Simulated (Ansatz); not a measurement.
**Sn under changes of volume**

One of the cells (27.353 Å³/atom); the others are scaled copies at fixed shape and fractional positions:

```
Sn
1.0
    -2.02919    2.02919    1.66076
     2.02919   -2.02919    1.66076
     2.02919    2.02919   -1.66076
Sn
1
Direct
  0.00000 0.00000 0.00000
```

This isn't the form of Sn at room conditions, which is tetragonal (white tin).

| Item | Value |
| --- | --- |
| Program | Ansatz 0.2.0 |
| Functional | r2SCAN |
| Potentials or basis | Ansatz PAW |
| Cutoff | 500 eV (not typed: the program's choice for these potentials) |
| k mesh | 10 × 10 × 10 |
| Occupations | fermi-dirac, width 0.05 eV |
| Spin | no spin polarisation |

```tsv
volume (Å³/atom)	energy over the lowest point (meV/atom)	pressure (GPa)
25.712	11.87	3.1
26.259	?	?
26.806	0.00	0.5
27.353	0.16	-0.5
27.901	3.65	-1.4
28.448	10.01	-2.2
28.995	18.92	-2.9
```

Q: What does the run at 26.259 Å³/atom give?

A: Energy over the lowest point 3.72 meV/atom; pressure 1.7 GPa.

Worked out: A Birch-Murnaghan fit of order 3 (a polynomial in V^(-2/3)) to the other rows has its minimum at 27.05 Å³/atom with B0 = V·E''(V) = 52 GPa and B' = 6.0 at fixed shape and positions, which overstates the stiffness. It gives 3.72 meV/atom at 26.259 Å³/atom, against the run's 3.72, and -dE/dV = 1.7 GPa, against 1.7.

Energies are extrapolated to zero smearing.

Caveats: the PAW data sets come from PBE, with cores solved anew for the run's functional, which leaves a small shift of forces and pressure.
